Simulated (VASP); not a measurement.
# W (Im-3m) in VASP: a series of runs

Runs on W. Level: PBE. Tasks: relaxation of cell and atoms, single point.

Everything below comes from runs of VASP 6.6.1. Logs are shortened: lines on timing, memory, paths and dates and some standing lists are left out, and cuts for length are marked.

**1. Starting point**

Symmetry: Im-3m, No. 229, cubic system. Conventional cell: a = 3.165 Å, b = 3.165 Å, c = 3.165 Å, α = 90.00°, β = 90.00°, γ = 90.00°. W (site symmetry m-3m) is surrounded by 8 W at 2.74 Å.

**2. Relaxation of cell and atoms, PBE**

INCAR

```
SYSTEM = W
  ALGO = Normal
  EDIFF = 1E-7
  EDIFFG = -0.002
  ENCUT = 520
  GGA = PE
  IBRION = 2
  ISIF = 3
  ISMEAR = 0
  LASPH = .True.
  LCHARG = .False.
  LREAL = .False.
  LWAVE = .False.
  NELM = 80
  NSW = 80
  PREC = Accurate
  SIGMA = 0.1
```

KPOINTS

```
k-points
0
Gamma
  4 4 4
  0 0 0
```

POSCAR

```
W
1.0
   -1.5823450000      1.5823450000      1.5823450000
    1.5823450000     -1.5823450000      1.5823450000
    1.5823450000      1.5823450000     -1.5823450000
W
1
Direct
    0.0000000000      0.0000000000      0.0000000000
```

Potentials or basis: VASP PAW PBE potentials, release 64 (W_sv).

Run with:

```sh
> cat potpaw_PBE.64/W_sv/POTCAR > POTCAR
> mpirun -np 1 vasp_std > vasp.out
```

OUTCAR:

```text
SYSTEM = W
   EDIFF = 1E-7
   EDIFFG = -0.002
   ENCUT = 520
   GGA = PE
   IBRION = 2
   ISIF = 3
   ISMEAR = 0
   LASPH = .True.
   LREAL = .False.
   NELM = 80
   NSW = 80
   PREC = Accurate

 ion  position               nearest neighbor table
   1  0.000  0.000  0.000-

  LATTYP: Found a body centered cubic cell.
 ALAT       =     3.1646900000

  Lattice vectors:

 A1 = (  -1.5823450000,   1.5823450000,   1.5823450000)
 A2 = (   1.5823450000,  -1.5823450000,   1.5823450000)
 A3 = (   1.5823450000,   1.5823450000,  -1.5823450000)

Analysis of symmetry for initial positions (statically):
=====================================================================
 Subroutine PRICEL returns:
 Original cell was already a primitive cell.

 Routine SETGRP: Setting up the symmetry group for a
 body centered cubic supercell.

 Subroutine GETGRP returns: Found 48 space group operations
 (whereof 48 operations were pure point group operations)
 out of a pool of 48 trial point group operations.

The static configuration has the point symmetry O_h .

Analysis of symmetry for dynamics (positions and initial velocities):
=====================================================================
 Subroutine PRICEL returns:
 Original cell was already a primitive cell.

 Routine SETGRP: Setting up the symmetry group for a
 body centered cubic supercell.

 Subroutine GETGRP returns: Found 48 space group operations
 (whereof 48 operations were pure point group operations)
 out of a pool of 48 trial point group operations.

The dynamic configuration has the point symmetry O_h .

 Subroutine INISYM returns: Found 48 space group operations
 (whereof 48 operations are pure point group operations),
 and found     1 'primitive' translations

----------------------------------------------------------------------------------------

                                     Primitive cell

  volume of cell :      15.8476

  direct lattice vectors                    reciprocal lattice vectors
    -1.582345000  1.582345000  1.582345000     0.000000000  0.315986716  0.315986716
     1.582345000 -1.582345000  1.582345000     0.315986716  0.000000000  0.315986716
     1.582345000  1.582345000 -1.582345000     0.315986716  0.315986716  0.000000000

  length of vectors
     2.740701935  2.740701935  2.740701935     0.446872699  0.446872699  0.446872699

  position of ions in fractional coordinates (direct lattice)
     0.000000000  0.000000000  0.000000000

  ion indices of the primitive-cell ions
   primitive index   ion index
                 1           1

----------------------------------------------------------------------------------------

 KPOINTS: k-points

Automatic generation of k-mesh.
 Grid dimensions read from file:
 generate k-points for:    4    4    4

 Generating k-lattice:

  Cartesian coordinates                     Fractional coordinates (reciprocal lattice)
     0.000000000  0.078996679  0.078996679     0.250000000  0.000000000  0.000000000
     0.078996679  0.000000000  0.078996679     0.000000000  0.250000000  0.000000000
     0.078996679  0.078996679  0.000000000     0.000000000  0.000000000  0.250000000

  Length of vectors
     0.111718175  0.111718175  0.111718175

  Shift w.r.t. Gamma in fractional coordinates (k-lattice)
     0.000000000  0.000000000  0.000000000

 Subroutine IBZKPT returns following result:
 ===========================================

 Found      8 irreducible k-points:

 Following reciprocal coordinates:
            Coordinates               Weight
  0.000000  0.000000  0.000000      1.000000
  0.250000  0.000000  0.000000     12.000000
  0.500000  0.000000  0.000000      6.000000
  0.250000  0.250000  0.000000     24.000000
  0.250000  0.250000  0.250000      2.000000
 -0.250000  0.250000  0.250000      6.000000
  0.500000  0.500000  0.250000     12.000000
  0.500000  0.500000  0.500000      1.000000
   k-points           NKPTS =      8   k-points in BZ     NKDIM =      8   number of bands    NBANDS=     11
   number of dos      NEDOS =    301   number of ions     NIONS =      1
   total plane-waves  NPLWV =   8000
   dimension x,y,z NGX =    20 NGY =   20 NGZ =   20
   dimension x,y,z NGXF=    40 NGYF=   40 NGZF=   40
   ions per type =               1
   NGX,Y,Z   is equivalent  to a cutoff of  12.13, 12.13, 12.13 a.u.
   NGXF,Y,Z  is equivalent  to a cutoff of  24.26, 24.26, 24.26 a.u.
 SYSTEM =  W
   PREC   = accura    normal or accurate (medium, high low for compatibility)
   ISTART =      0    job   : 0-new  1-cont  2-samecut
   ICHARG =      2    charge: 1-file 2-atom 10-const
   ISPIN  =      1    spin polarized calculation?
   LNONCOLLINEAR =      F non collinear calculations
   LSORBIT =      F    spin-orbit coupling
   LASPH  =      T    aspherical Exc in radial PAW
   ENCUT  =  520.0 eV  38.22 Ry    6.18 a.u.   5.10  5.10  5.10*2*pi/ulx,y,z
   NELM   =     80;   NELMIN=  2; NELMDL= -5     # of ELM steps
   EDIFF  = 0.1E-06   stopping-criterion for ELM
   LREAL  =      F    real-space projection
   EDIFFG = -.2E-02   stopping-criterion for IOM
   NSW    =     80    number of steps for IOM
   IBRION =      2    ionic relax: 0-MD 1-quasi-New 2-CG
   NFREE  =      1    steps in history (QN), initial steepest desc. (CG)
   ISIF   =      3    stress and relaxation
   ISYM   =      2    0-nonsym 1-usesym 2-fastsym
   POTIM  = 0.5000    time-step for ionic-motion
   TEBEG  =    0.0;   TEEND  =   0.0 temperature during run
   PSTRESS=    0.0 pullay stress
   NELECT =      14.0000    total number of electrons
   NUPDOWN=      -1.0000    fix difference up-down
   EMIN   =  10.00;   EMAX   =-10.00  energy-range for DOS
   EFERMI =   0.00;   METHOD = LEGACY
   ISMEAR =     0;   SIGMA  =   0.10  broadening in eV -4-tet -1-fermi 0-gaus
   EFERMI_NEDOS =   21; number of points for ismear=-14 and -15
   IALGO  =     38    algorithm
   IMIX   =      4    mixing-type and parameters
     AMIX     =   0.40;   BMIX     =  1.00
     AMIX_MAG =   1.60;   BMIX_MAG =  1.00
  volume/ion in A,a.u.               =      15.85       106.94
  Fermi-wavevector in a.u.,A,eV,Ry     =   1.570832  2.968442 33.572544  2.467512
  Thomas-Fermi vector in A             =   2.672506
   LORBIT       =      0    0 simple, 1 ext, 2 COOP (PROOUT), +10 PAW based schemes
   GGA     = PE    functional components
   LHFCALC =     F    Hartree Fock is set to
   AEXX    =    0.0000 exact exchange contribution
   IVDW    =     0    specifies the selected vdW correction
   LEPSILON=     F    determine dielectric tensor
   LRPA    =     F    only Hartree local field effects (RPA)
 conjugate gradient relaxation of ions
 non-spin polarized calculation
 Gauss-broadening in eV      SIGMA  =   0.10
  energy-cutoff  :      520.00
  volume of cell :       15.85
 maximum number of plane-waves:       436
   NGX = 11   NGY = 11   NGZ = 11

--------------------------------------- Ionic step        1  -------------------------------------------

 number of electron      14.0000004 magnetization

 Free energy of the ion-electron system (eV)
  ---------------------------------------------------
  ext. energy  EPLUGINS =         0.00000000
  ---------------------------------------------------
  free energy    TOTEN  =       -12.79362633 eV

  energy without entropy =      -12.79362557  energy(sigma->0) =      -12.79362595

------------------------ aborting loop because EDIFF is reached ----------------------------------------

  FORCE on cell =-STRESS in cart. coord.  units (eV):
  Direction    XX          YY          ZZ          XY          YZ          ZX
  --------------------------------------------------------------------------------------
  -------------------------------------------------------------------------------------
  Total        0.5117001      0.5117001      0.5117001      0.0000000      0.0000000     -0.0000000
  in kB       51.7323873     51.7323873     51.7323873      0.0000000      0.0000000     -0.0000000
  external PRESSURE =      51.7323873 kB  Pullay stress =       0.0000000 kB

 VOLUME and BASIS-vectors are now :
 -----------------------------------------------------------------------------
  energy-cutoff  :      520.00
  volume of cell :       15.85
      direct lattice vectors                 reciprocal lattice vectors
    -1.582345000  1.582345000  1.582345000     0.000000000  0.315986716  0.315986716
     1.582345000 -1.582345000  1.582345000     0.315986716  0.000000000  0.315986716
     1.582345000  1.582345000 -1.582345000     0.315986716  0.315986716  0.000000000
[... 71 lines left out ...]
 POSITION                                       TOTAL-FORCE (eV/Angst)
 -----------------------------------------------------------------------------------
      0.00000      0.00000     -0.00000         0.000000      0.000000      0.000000
 -----------------------------------------------------------------------------------
    total drift:                                0.000000     -0.000000      0.000000

  FREE ENERGIE OF THE ION-ELECTRON SYSTEM (eV)
  ---------------------------------------------------
  free  energy   TOTEN  =       -12.7977831546 eV

  energy  without entropy=      -12.7977819342  energy(sigma->0) =      -12.79778254

--------------------------------------- Ionic step        4  -------------------------------------------

 number of electron      14.0000001 magnetization

 Free energy of the ion-electron system (eV)
  ---------------------------------------------------
  ext. energy  EPLUGINS =         0.00000000
  ---------------------------------------------------
  free energy    TOTEN  =       -12.79778549 eV

  energy without entropy =      -12.79778428  energy(sigma->0) =      -12.79778488

 E-fermi :  11.0623     XC(G=0): -13.5275

 val. band max:       10.7497383740   @ k =  -0.2500   0.2500   0.2500
 cond. band min:      11.3748679786   @ k =   0.5000   0.5000   0.2500
 fundamental gap:      0.6251296046
 Fermi energy:        11.0623023626

 k-point     1 :       0.0000    0.0000    0.0000
  band No.  band energies     occupation
      1     -62.8450      2.00000
      2     -26.4451      2.00000
      3     -26.4451      2.00000
      4     -26.4451      2.00000
      5       1.6595      2.00000
      6      10.0816      2.00000
      7      10.0816      2.00000
      8      10.0816      2.00000
      9      13.4958      0.00000
     10      13.4958      0.00000
     11      25.6742      0.00000

 k-point     2 :       0.2500    0.0000    0.0000
  band No.  band energies     occupation
      1     -62.7824      2.00000
      2     -27.0838      2.00000
      3     -26.6491      2.00000
      4     -26.4483      2.00000
      5       4.0516      2.00000
      6       8.7859      2.00000
      7       9.4333      2.00000
      8      12.7932      0.00000
      9      12.8851      0.00000
     10      13.6829      0.00000
     11      25.8748      0.00000
[... 104 lines left out ...]
 POSITION                                       TOTAL-FORCE (eV/Angst)
 -----------------------------------------------------------------------------------
      0.00000      0.00000     -0.00000         0.000000     -0.000000      0.000000
 -----------------------------------------------------------------------------------
    total drift:                                0.000000      0.000000      0.000000

  FREE ENERGIE OF THE ION-ELECTRON SYSTEM (eV)
  ---------------------------------------------------
  free  energy   TOTEN  =       -12.7977854856 eV

  energy  without entropy=      -12.7977842763  energy(sigma->0) =      -12.79778488

 reached required accuracy - stopping structural energy minimisation
```

Wall time 11 s (1 thread of Intel Xeon Platinum 8488C (Sapphire Rapids), shared host); peak memory 0.12 GiB.

Results:

```yaml
Free_energy: -12.7978 eV
Relaxed_volume: 16.11 Å³/atom
Relaxed_cell: a = 2.756 Å, b = 2.756 Å, c = 2.756 Å, α = 109.47°, β = 109.47°, γ = 109.47°
Space_group_after_relaxing_to_0.05_Å: Im-3m (No. 229)
Energy_gained_by_relaxing: 4.2 meV/atom
Ionic_steps: 4
Pressure_after_relaxing: 0.0 GPa
Band_gap_on_the_k_mesh: none (metal or under the smearing width)
```

Step by step:
```
step  energy change (eV)  largest force (eV/Å)  pressure (GPa)  volume (Å³)
   1              0.0000                0.0000            5.17        15.85
   2              0.0430                0.0000          -15.22        17.05
   3             -0.0042                0.0000           -0.10        16.12
   4             -0.0042                0.0000           -0.01        16.11
```

Final structure:
```xyz
1
Lattice="-1.5910 1.5910 1.5910 1.5910 -1.5910 1.5910 1.5910 1.5910 -1.5910" Properties=species:S:1:pos:R:3 pbc="T T T"
W     0.0000    0.0000    0.0000
```

Caveat: the k mesh is coarse (spacing up to 0.70 Å⁻¹), so the values aren't converged.

**3. Relaxation of cell and atoms, PBE**

This run uses another cell than the first one, of 16.11 Å³/atom, 1.017 times its volume.

INCAR is that of step 2.

KPOINTS is that of step 2.

POSCAR

```
W                                       
1.0
   -1.5910411880      1.5910411880      1.5910411880
    1.5910411880     -1.5910411880      1.5910411880
    1.5910411880      1.5910411880     -1.5910411880
  W             
     1
Direct
     0.0000000000000000    0.0000000000000000    0.0000000000000000
```

Potentials or basis: VASP PAW PBE potentials, release 64 (W_sv).

Run with:

```sh
> cat potpaw_PBE.64/W_sv/POTCAR > POTCAR
> mpirun -np 1 vasp_std > vasp.out
```

It took 4.8 s on 1 thread of Intel Xeon Platinum 8488C (Sapphire Rapids), shared host; peak memory 0.11 GiB.

It converged, with:

| Property | Result |
| --- | --- |
| Free energy | -12.7980 eV |
| Pressure after relaxing | 0.0 GPa |
| Band gap on the k mesh | none (metal or under the smearing width) |

Final structure:
```yaml
crystal:
  lattice:
    - [-1.59104, 1.59104, 1.59104]
    - [1.59104, -1.59104, 1.59104]
    - [1.59104, 1.59104, -1.59104]
  atoms:
    - { symbol: W, position: [0.00000, 0.00000, 0.00000] }
```

Levels at points of the mesh, in eV from the Fermi level:
```
           k point  band 4  band 5  band 6  band 7  band 8  band 9  band 10  band 11
(0.00, 0.00, 0.00)  -37.51   -9.40   -0.98   -0.98   -0.98    2.43     2.43    14.61
(0.50, 0.00, 0.00)  -37.51   -6.00   -3.29    0.77    2.33    3.29     6.26    11.04
(0.50, 0.50, 0.50)  -38.37   -5.54   -5.54    5.30    5.30    5.30     8.28     8.28
```

Caveat: the k mesh is coarse (spacing up to 0.70 Å⁻¹), so the values aren't converged; the relaxation stopped at its first step, so nothing moved. Spin-orbit coupling is left out, which matters for the levels of W.

**4. Single point, PBE**

This run uses another cell than the first one, of 16.11 Å³/atom, 1.017 times its volume.

INCAR

```
SYSTEM = W
ALGO = Normal ; EDIFF = 1E-7
ENCUT = 520 ; GGA = PE
ISIF = 2 ; ISMEAR = 0
LASPH = .True. ; LCHARG = .False.
LREAL = .False. ; LWAVE = .False.
NBANDS = 13 ; NELM = 80
PREC = Accurate ; SIGMA = 0.1
```

KPOINTS is that of step 3.

POSCAR is that of step 3.

Run with:

```sh
> cat potpaw_PBE.64/W_sv/POTCAR > POTCAR
> mpirun -np 1 vasp_std > vasp.out
```

Wall time 4.8 s (1 thread of Intel Xeon Platinum 8488C (Sapphire Rapids), shared host); peak memory 0.11 GiB.

It converged, with:

- Free energy: -12.7980 eV
- Pressure: 0.0 GPa
- Band gap on the k mesh: none (metal or under the smearing width)

Levels at points of the mesh, in eV from the Fermi level:
```
           k point  band 5  band 6  band 7  band 8  band 9  band 10
(0.00, 0.00, 0.00)   -9.40   -0.98   -0.98   -0.98    2.43     2.43
(0.50, 0.00, 0.00)   -6.00   -3.29    0.77    2.33    3.29     6.26
(0.50, 0.50, 0.50)   -5.54   -5.54    5.30    5.30    5.30     8.28
```

Caveat: the k mesh is coarse (spacing up to 0.70 Å⁻¹), so the values aren't converged. Spin-orbit coupling is left out, which matters for the levels of W.

**5. Single point, PBE (a relaxed cell with its volume scaled by 0.97)**

INCAR is that of step 4.

KPOINTS is that of step 4.

POSCAR

```
W                                       
1.0
   -1.5749689660      1.5749689660      1.5749689660
    1.5749689660     -1.5749689660      1.5749689660
    1.5749689660      1.5749689660     -1.5749689660
  W             
     1
Direct
     0.0000000000000000    0.0000000000000000    0.0000000000000000
```

Run with:

```sh
> cat potpaw_PBE.64/W_sv/POTCAR > POTCAR
> mpirun -np 1 vasp_std > vasp.out
```

Run time: 4.6 s. Hardware: 1 thread of Intel Xeon Platinum 8488C (Sapphire Rapids), shared host; peak memory 0.11 GiB.

The run converged. Its results:

* Free energy: -12.7832 eV
* Pressure: 9.9 GPa
* Band gap on the k mesh: none (metal or under the smearing width)

Levels at points of the mesh, in eV from the Fermi level:
```
           k point  band 5  band 6  band 7  band 8  band 9  band 10
(0.00, 0.00, 0.00)   -9.56   -1.03   -1.03   -1.03    2.51     2.51
(0.50, 0.00, 0.00)   -6.19   -3.43    0.88    2.42    3.42     6.54
(0.50, 0.50, 0.50)   -5.78   -5.78    5.52    5.52    5.52     8.53
```

Caveat: the k mesh is coarse (spacing up to 0.71 Å⁻¹), so the values aren't converged. The run has no spin-orbit coupling, so splittings on W are missing.

**6. Single point, PBE (a relaxed cell with its volume scaled by 1.03)**

INCAR is that of step 5.

KPOINTS is that of step 5.

POSCAR

```
W                                       
1.0
   -1.6067950956      1.6067950956      1.6067950956
    1.6067950956     -1.6067950956      1.6067950956
    1.6067950956      1.6067950956     -1.6067950956
  W             
     1
Direct
     0.0000000000000000    0.0000000000000000    0.0000000000000000
```

Potentials or basis: VASP PAW PBE potentials, release 64 (W_sv).

Run with:

```sh
> cat potpaw_PBE.64/W_sv/POTCAR > POTCAR
> mpirun -np 1 vasp_std > vasp.out
```

Run time: 5 s. Hardware: 1 thread of Intel Xeon Platinum 8488C (Sapphire Rapids), shared host; peak memory 0.13 GiB.

Results (log left out):

- Free energy: -12.7852 eV
- Pressure: -8.4 GPa
- Band gap on the k mesh: none (metal or under the smearing width)

Levels at points of the mesh, in eV from the Fermi level:
| k point | band 3 | band 4 | band 5 | band 6 | band 7 | band 8 | band 9 | band 10 | band 11 | band 12 |
| --- | --- | --- | --- | --- | --- | --- | --- | --- | --- | --- |
| (0.00, 0.00, 0.00) | -37.59 | -37.59 | -9.25 | -0.94 | -0.94 | -0.94 | 2.36 | 2.36 | 14.53 | 14.53 |
| (0.50, 0.00, 0.00) | -37.95 | -37.59 | -5.82 | -3.15 | 0.67 | 2.24 | 3.16 | 6.00 | 10.57 | 11.48 |
| (0.50, 0.50, 0.50) | -38.37 | -38.37 | -5.31 | -5.31 | 5.08 | 5.08 | 5.08 | 8.04 | 8.04 | 8.04 |

Caveat: the k mesh is coarse (spacing up to 0.69 Å⁻¹), so the values aren't converged.

**7. Summary**

| task | cell | gap on the mesh (eV) | pressure (GPa) |
| --- | --- | --- | --- |
| relaxation of cell and atoms | relaxed | none | 0.0 |
| single point | as given | none | 0.0 |
| single point | a relaxed cell with its volume scaled by 0.97 | none | 9.9 |
| single point | a relaxed cell with its volume scaled by 1.03 | none | -8.4 |

Alike in all rows: level PBE; potentials or basis VASP PAW PBE potentials, release 64 (W_sv); no spin polarisation; k mesh 4 × 4 × 4; cutoff (eV) 520; smearing gaussian 0.1 eV; the mesh is coarse, so values aren't converged.

Caveats: all runs use coarse meshes; the relaxation stopped at its first step, so nothing moved (some runs).

Total energies depend on the potentials used, so only differences within one code and one set of settings carry meaning.
